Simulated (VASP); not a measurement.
# ZnSe (P4/nmm) in VASP: further runs, part 3 of 3

VASP 6.6.1. The steps go on from the part before.

## (7) Relaxation of cell and atoms, LDA

INCAR reads:

```
SYSTEM = ZnSe
ALGO     = Normal         ! electronic algorithm
EDIFF    = 1E-6           ! SCF threshold, eV
EDIFFG   = -0.01          ! ionic threshold
ENCUT    = 600            ! plane-wave cutoff, eV
IBRION   = 2              ! ionic algorithm
ISIF     = 3              ! what is computed and relaxed
ISMEAR   = -1             ! smearing method
LASPH    = .True.         ! aspherical terms in the spheres
LCHARG   = .False.        ! write CHGCAR
LREAL    = .False.        ! projectors in reciprocal space
LWAVE    = .False.        ! write WAVECAR
NELM     = 80             ! most SCF steps
NSW      = 40             ! ionic steps
PREC     = Accurate       ! precision mode
PSTRESS  = 0            
SIGMA    = 0.05           ! smearing width, eV
```

KPOINTS reads:

```
k-points
0
Gamma
  5 5 4
  0 0 0
```

POSCAR reads:

```
ZnSe
1.0
    4.1077020000      0.0000000000      0.0000000000
    0.0000000000      4.1077020000      0.0000000000
    0.0000000000      0.0000000000      6.0703500000
Se Zn
2 2
Direct
    0.5000000000      0.0000000000      0.7537200000
    0.0000000000      0.5000000000      0.2462800000
    0.5000000000      0.5000000000      0.0000000000
    0.0000000000      0.0000000000      0.0000000000
```

Potentials or basis: VASP PAW LDA potentials, release 64 (Se, Zn).

The run is started by

```console
$ cat potpaw_LDA.64/Se/POTCAR potpaw_LDA.64/Zn/POTCAR > POTCAR
$ mpirun -np 1 vasp_std > vasp.out
```

OUTCAR:

```text
SYSTEM = ZnSe
   EDIFF = 1E-6
   EDIFFG = -0.01
   ENCUT = 600
   IBRION = 2
   ISIF = 3
   ISMEAR = -1
   LASPH = .True.
   LREAL = .False.
   NELM = 80
   NSW = 40
   PREC = Accurate
   PSTRESS = 0

 ion  position               nearest neighbor table
   1  0.500  0.000  0.754-   3 2.54   4 2.54   3 2.54   4 2.54
   2  0.000  0.500  0.246-   3 2.54   4 2.54   4 2.54   3 2.54
   3  0.500  0.500  0.000-   1 2.54   2 2.54   1 2.54   2 2.54   4 2.90   4 2.90   4 2.90   4 2.90

   4  0.000  0.000  0.000-   1 2.54   2 2.54   2 2.54   1 2.54   3 2.90   3 2.90   3 2.90   3 2.90

  LATTYP: Found a simple tetragonal cell.
 ALAT       =     4.1077020000
 C/A-ratio  =     1.4777970749

  Lattice vectors:

 A1 = (   4.1077020000,   0.0000000000,   0.0000000000)
 A2 = (   0.0000000000,   4.1077020000,   0.0000000000)
 A3 = (   0.0000000000,   0.0000000000,   6.0703500000)

Analysis of symmetry for initial positions (statically):
=====================================================================
 Subroutine PRICEL returns:
 Original cell was already a primitive cell.

 Routine SETGRP: Setting up the symmetry group for a
 simple tetragonal supercell.

 Subroutine GETGRP returns: Found 16 space group operations
 (whereof  8 operations were pure point group operations)
 out of a pool of 16 trial point group operations.

The static configuration has the point symmetry D_2d.
 The point group associated with its full space group is D_4h.

Analysis of symmetry for dynamics (positions and initial velocities):
=====================================================================
 Subroutine PRICEL returns:
 Original cell was already a primitive cell.

 Routine SETGRP: Setting up the symmetry group for a
 simple tetragonal supercell.

 Subroutine GETGRP returns: Found 16 space group operations
 (whereof  8 operations were pure point group operations)
 out of a pool of 16 trial point group operations.

The dynamic configuration has the point symmetry D_2d.
 The point group associated with its full space group is D_4h.

 Subroutine INISYM returns: Found 16 space group operations
 (whereof  8 operations are pure point group operations),
 and found     1 'primitive' translations

----------------------------------------------------------------------------------------

                                     Primitive cell

  volume of cell :     102.4263

  direct lattice vectors                    reciprocal lattice vectors
     4.107702000  0.000000000  0.000000000     0.243445118  0.000000000  0.000000000
     0.000000000  4.107702000  0.000000000     0.000000000  0.243445118  0.000000000
     0.000000000  0.000000000  6.070350000     0.000000000  0.000000000  0.164735147

  length of vectors
     4.107702000  4.107702000  6.070350000     0.243445118  0.243445118  0.164735147

  position of ions in fractional coordinates (direct lattice)
     0.500000000  0.000000000  0.753720000
     0.000000000  0.500000000  0.246280000
     0.500000000  0.500000000  0.000000000
     0.000000000  0.000000000  0.000000000

  ion indices of the primitive-cell ions
   primitive index   ion index
                 1           1
                 2           2
                 3           3
                 4           4

----------------------------------------------------------------------------------------

 KPOINTS: k-points

Automatic generation of k-mesh.
[... 50 lines left out ...]
   PREC   = accura    normal or accurate (medium, high low for compatibility)
   ISTART =      0    job   : 0-new  1-cont  2-samecut
   ICHARG =      2    charge: 1-file 2-atom 10-const
   ISPIN  =      1    spin polarized calculation?
   LNONCOLLINEAR =      F non collinear calculations
   LSORBIT =      F    spin-orbit coupling
   LASPH  =      T    aspherical Exc in radial PAW
   ENCUT  =  600.0 eV  44.10 Ry    6.64 a.u.   8.20  8.20 12.12*2*pi/ulx,y,z
   NELM   =     80;   NELMIN=  2; NELMDL= -5     # of ELM steps
   EDIFF  = 0.1E-05   stopping-criterion for ELM
   LREAL  =      F    real-space projection
   EDIFFG = -.1E-01   stopping-criterion for IOM
   NSW    =     40    number of steps for IOM
   IBRION =      2    ionic relax: 0-MD 1-quasi-New 2-CG
   NFREE  =      1    steps in history (QN), initial steepest desc. (CG)
   ISIF   =      3    stress and relaxation
   ISYM   =      2    0-nonsym 1-usesym 2-fastsym
   POTIM  = 0.5000    time-step for ionic-motion
   TEBEG  =    0.0;   TEEND  =   0.0 temperature during run
   PSTRESS=    0.0 pullay stress
   NELECT =      36.0000    total number of electrons
   NUPDOWN=      -1.0000    fix difference up-down
   EMIN   =  10.00;   EMAX   =-10.00  energy-range for DOS
   EFERMI =   0.00;   METHOD = LEGACY
   ISMEAR =    -1;   SIGMA  =   0.05  broadening in eV -4-tet -1-fermi 0-gaus
   EFERMI_NEDOS =   21; number of points for ismear=-14 and -15
   IALGO  =     38    algorithm
   IMIX   =      4    mixing-type and parameters
     AMIX     =   0.40;   BMIX     =  1.00
     AMIX_MAG =   1.60;   BMIX_MAG =  1.00
  volume/ion in A,a.u.               =      25.61       172.80
  Fermi-wavevector in a.u.,A,eV,Ry     =   1.155328  2.183253 18.160809  1.334782
  Thomas-Fermi vector in A             =   2.291957
   LORBIT       =      0    0 simple, 1 ext, 2 COOP (PROOUT), +10 PAW based schemes
   GGA     = CA    functional components
   LHFCALC =     F    Hartree Fock is set to
   AEXX    =    0.0000 exact exchange contribution
   IVDW    =     0    specifies the selected vdW correction
   LEPSILON=     F    determine dielectric tensor
   LRPA    =     F    only Hartree local field effects (RPA)
 conjugate gradient relaxation of ions
 non-spin polarized calculation
  energy-cutoff  :      600.00
  volume of cell :      102.43
 maximum number of plane-waves:      3440
 NGX is ok and might be reduce to    36
   NGX = 17   NGY = 17   NGZ = 25

--------------------------------------- Ionic step        1  -------------------------------------------

 number of electron      35.9999992 magnetization

 Free energy of the ion-electron system (eV)
  ---------------------------------------------------
  ext. energy  EPLUGINS =         0.00000000
  ---------------------------------------------------
  free energy    TOTEN  =       -13.82819932 eV

  energy without entropy =      -13.82819931  energy(sigma->0) =      -13.82819932

------------------------ aborting loop because EDIFF is reached ----------------------------------------

  FORCE on cell =-STRESS in cart. coord.  units (eV):
  Direction    XX          YY          ZZ          XY          YZ          ZX
  --------------------------------------------------------------------------------------
  -------------------------------------------------------------------------------------
  Total       -3.0092766     -3.0092766     -2.5706656      0.0000000      0.0000000     -0.0000000
  in kB      -47.0718316    -47.0718316    -40.2109723      0.0000000      0.0000000     -0.0000000
  external PRESSURE =     -44.7848785 kB  Pullay stress =       0.0000000 kB
[... 95 lines left out ...]
  FREE ENERGIE OF THE ION-ELECTRON SYSTEM (eV)
  ---------------------------------------------------
  free  energy   TOTEN  =       -13.9422035387 eV

  energy  without entropy=      -13.9422035377  energy(sigma->0) =      -13.94220354

 E-fermi :   2.8278     XC(G=0):  -9.8662

 val. band max:        1.9404791914   @ k =   0.0000   0.0000   0.0000
 cond. band min:       3.6681674078   @ k =   0.0000   0.0000   0.0000
 fundamental gap:      1.7276882164
 Fermi energy:         2.8277932213

 k-point     1 :       0.0000    0.0000    0.0000
  band No.  band energies     occupation
      1     -11.8345      2.00000
      2     -10.5659      2.00000
      3      -5.5185      2.00000
      4      -5.4808      2.00000
      5      -5.3503      2.00000
      6      -5.3503      2.00000
[... 439 lines left out ...]
     21       6.8151      0.00000
     22       7.0778      0.00000

[... ionic steps 4 to 22 ...]

--------------------------------------- Ionic step       23  -------------------------------------------

 number of electron      36.0000012 magnetization

------------------------ aborting loop because EDIFF is reached ----------------------------------------
[... 71 lines left out ...]
--------------------------------------- Ionic step       25  -------------------------------------------

 number of electron      36.0000012 magnetization

 Free energy of the ion-electron system (eV)
  ---------------------------------------------------
  ext. energy  EPLUGINS =         0.00000000
  ---------------------------------------------------
  free energy    TOTEN  =       -14.01858114 eV

  energy without entropy =      -14.01858113  energy(sigma->0) =      -14.01858114

 E-fermi :   3.1404     XC(G=0): -10.1568

 val. band max:        2.3819654998   @ k =   0.0000   0.0000   0.0000
 cond. band min:       3.8768741717   @ k =   0.0000   0.0000   0.0000
 fundamental gap:      1.4949086719
 Fermi energy:         3.1404209140

 k-point     1 :       0.0000    0.0000    0.0000
  band No.  band energies     occupation
      1     -11.4712      2.00000
      2     -10.0082      2.00000
      3      -5.0724      2.00000
      4      -5.0120      2.00000
      5      -4.9006      2.00000
      6      -4.9006      2.00000
[... 470 lines left out ...]
  FREE ENERGIE OF THE ION-ELECTRON SYSTEM (eV)
  ---------------------------------------------------
  free  energy   TOTEN  =       -14.0185811446 eV

  energy  without entropy=      -14.0185811267  energy(sigma->0) =      -14.01858114

 reached required accuracy - stopping structural energy minimisation
```

Wall time 8.7 min (1 thread of Intel Xeon Platinum 8375C at 2.90GHz (Ice Lake), shared host); peak memory 0.22 GiB.

Results:

| Quantity | Value |
| --- | --- |
| Free energy | -14.0186 eV |
| Relaxed volume | 20.82 Å³/atom |
| Relaxed cell | a = 4.000 Å, b = 4.000 Å, c = 5.203 Å, α = 90.00°, β = 90.00°, γ = 90.00° |
| Space group after relaxing (to 0.05 Å) | P4/nmm (No. 129) |
| Energy gained by relaxing | 47.6 meV/atom |
| Ionic steps | 25 |
| Pressure after relaxing | 0.0 GPa |
| Largest force after relaxing | 0.003 eV/Å |
| Band gap on the k mesh | 1.49 eV, direct |

Forces in eV/Å, atoms in the order of the input:
```
Se   0.000  0.000  0.003
Se   0.000  0.000 -0.003
Zn   0.000  0.000  0.000
Zn   0.000  0.000  0.000
```

Step by step:
| step | energy change (eV) | largest force (eV/Å) | pressure (GPa) | volume (Å³) |
| --- | --- | --- | --- | --- |
| 1 | 0.0000 | 0.5815 | -4.48 | 102.43 |
| 2 | -0.0800 | 0.8204 | 2.49 | 92.18 |
| 3 | -0.1140 | 0.2790 | -0.17 | 95.58 |
| 4 | -0.1139 | 0.2598 | -0.34 | 95.71 |
| 5 | -0.1214 | 0.2104 | -0.30 | 95.03 |
| 6 | -0.1295 | 0.1299 | -0.22 | 93.94 |
| 7 | -0.1311 | 0.0445 | -0.19 | 91.80 |
| 8 | -0.1329 | 0.0386 | -0.29 | 92.78 |
| 9 | -0.1395 | 0.1262 | 0.27 | 91.34 |
| 10 | -0.1451 | 0.3069 | 1.32 | 88.57 |
| 11 | -0.1466 | 0.3019 | 1.27 | 88.42 |
| 12 | -0.1511 | 0.2892 | 1.32 | 87.94 |
| 13 | -0.1595 | 0.2670 | 1.23 | 87.00 |
| 14 | -0.1728 | 0.2229 | 1.22 | 85.09 |
| 15 | -0.1801 | 0.1293 | 1.63 | 81.22 |
| 16 | -0.1880 | 0.0417 | 0.37 | 82.36 |
| 17 | -0.1884 | 0.0809 | 0.20 | 82.63 |
| 18 | -0.1879 | 0.1568 | -0.40 | 83.16 |
| 19 | -0.1885 | 0.1016 | 0.05 | 82.77 |
| 20 | -0.1892 | 0.0832 | 0.03 | 82.87 |
| 21 | -0.1903 | 0.0307 | -0.01 | 83.18 |
| 22 | -0.1904 | 0.0125 | -0.01 | 83.29 |
| 23 | -0.1904 | 0.0106 | -0.04 | 83.30 |
| 24 | -0.1904 | 0.0003 | 0.07 | 83.25 |
| 25 | -0.1904 | 0.0033 | 0.00 | 83.26 |

Final structure:
```
Se Zn
1.0
     4.00040    0.00000    0.00000
     0.00000    4.00040    0.00000
     0.00000    0.00000    5.20298
Se Zn
2 2
Direct
  0.50000 0.00000 0.71798
  0.00000 0.50000 0.28202
  0.50000 0.50000 0.00000
  0.00000 0.00000 0.00000
```

Caveat: the volume moved by over 15 % at a fixed basis, so the end points are rough; an odd mesh through Γ misses points on the zone boundary, where band edges often lie.

## (8) Overview

```csv
cell,target pressure,gap on the mesh (eV),pressure (GPa),largest force (eV/Å)
relaxed to 2 GPa,2 GPa,1.25,2.0,0.01
relaxed to 5 GPa,5 GPa,0.95,5.0,0.01
relaxed to 10 GPa,10 GPa,0.56,10.0,-
relaxed to 20 GPa,20 GPa,none,20.0,-
relaxed to 30 GPa,30 GPa,none,30.0,-
relaxed,-,1.49,0.0,-
```

Alike in all rows: task relaxation of cell and atoms; level LDA; potentials or basis VASP PAW LDA potentials, release 64 (Se, Zn); no spin polarisation; k mesh 5 × 5 × 4; cutoff (eV) 600; smearing fermi-dirac 0.05 eV.

Caveats: the volume moved by over 15 % at a fixed basis, so the end points are rough; the cell is relaxed towards a set pressure, so the enthalpy falls and the energy may rise (some runs); an odd mesh through Γ misses points on the zone boundary, where band edges often lie (some runs).

Absolute energies hang on the potentials; compare differences alone.
